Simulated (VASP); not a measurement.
A run of VASP 6.6.1 is set up as follows.

Contents of INCAR:

```
ALGO     = Normal         # electronic algorithm
DIPOL    = 0.5 0.5 0.500
EDIFF    = 1E-7           # SCF threshold, eV
ENCUT    = 520            # plane-wave cutoff, eV
GGA      = PE             # functional
IDIPOL   = 3            
ISIF     = 2              # what is computed and relaxed
ISMEAR   = 0              # smearing method
LASPH    = T              # aspherical terms in the spheres
LCHARG   = T              # write CHGCAR
LDIPOL   = T            
LELF     = T              # ELF
LREAL    = F              # projectors in reciprocal space
LVACPOTAV= T            
LVHAR    = T            
LWAVE    = F              # write WAVECAR
NELM     = 60             # most SCF steps
PREC     = Accurate       # precision mode
SIGMA    = 0.05           # smearing width, eV
```

The input KPOINTS:

```
k-points
0
Gamma
  9 9 1
```

The input POSCAR:

```
Hg
1.0
    3.3205578694      0.0000000000      0.0000000000
   -1.4721436807      3.0761348998      0.0000000000
    0.0000000000      0.0000000000     23.1206091033
Hg
4
Direct
    0.4899881360      0.4542386535      0.3243859176
    0.0681903655      0.8651034197      0.4421379029
    0.4017740427      0.4976125408      0.5578620971
    0.9799762721      0.9084773070      0.6756140824
```

Potentials or basis: VASP PAW PBE potentials, release 64 (Hg).

The run is started by

```console
$ cat potpaw_PBE.64/Hg/POTCAR > POTCAR
$ mpirun -np 1 vasp_std > vasp.out
```

**Question.** Predict the ionisation potential of the upper face.

**Answer.** 4.54 eV.

**Question.** Predict the largest force.

**Answer.** 0.135 eV/Å.

**Question.** Estimate the band gap on the k mesh.

**Answer.** 0.27 eV, indirect (least direct gap 0.71 eV).

Forces in eV/Å, atoms in the order of the input:
```
Hg  -0.018 -0.001 -0.133
Hg   0.004  0.004  0.041
Hg  -0.004 -0.004 -0.041
Hg   0.018  0.001  0.133
```

Caveat: spin-orbit coupling is left out, which moves the levels of the heavy elements.
